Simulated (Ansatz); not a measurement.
Runs of Ansatz 0.2.0 on Te2Pt (Moncheite). It takes space group P-3m1 (No. 164, trigonal). The conventional cell has a = 4.010 Å, b = 4.010 Å, c = 5.201 Å, α = 90.00°, β = 90.00°, γ = 120.00°. Around Pt (site symmetry -3m) lie 6 Te at 2.66 Å. Te (site symmetry 3m) is surrounded by 3 Pt at 2.66 Å. 

| potentials or basis | spin | k mesh | cutoff (eV) | basis error allowed | pressure (GPa) | largest force (eV/Å) |
| --- | --- | --- | --- | --- | --- | --- |
| all-electron LAPW, inner shells corrected to Dirac's equation | off | 8 × 8 × 5 | 271 | 0.002 eV/atom | 4.1 | 0.74 |
| all-electron LAPW, scalar-relativistic | off | 6 × 6 × 4 | 271 | 0.002 eV/atom | (a) | 0.79 |
| all-electron LAPW, scalar-relativistic | off | 8 × 8 × 5 | 271 | 0.002 eV/atom | 4.1 | 0.74 |
| all-electron PAW datasets made for the crystal | off | 8 × 8 × 5 | 240 | - | 4.1 | 0.74 |
| all-electron LAPW, relativistic spinors | SOC, no magnetisation | 6 × 6 × 4 | 271 | 0.002 eV/atom | 4.1 | 0.79 |
| all-electron LAPW, non-relativistic | off | 8 × 8 × 5 | 271 | 0.002 eV/atom | 12.7 | 1.85 |

Alike in all rows: task band structure; level PBEsol; cell as given; smearing fermi-dirac 0.05 eV.

Task: Fill in the values left out.

Result: (a) 4.0.

Caveats: the k mesh is thin for a metal, which can move the energy by tens of meV per atom (some runs); relativity is left out, which matters for the heavier elements (some runs); forces of over 1 eV/Å show positions far from the minimum, so gaps and moduli don't describe the material at rest (some runs).

The runs don't all hold the same shells in valence.
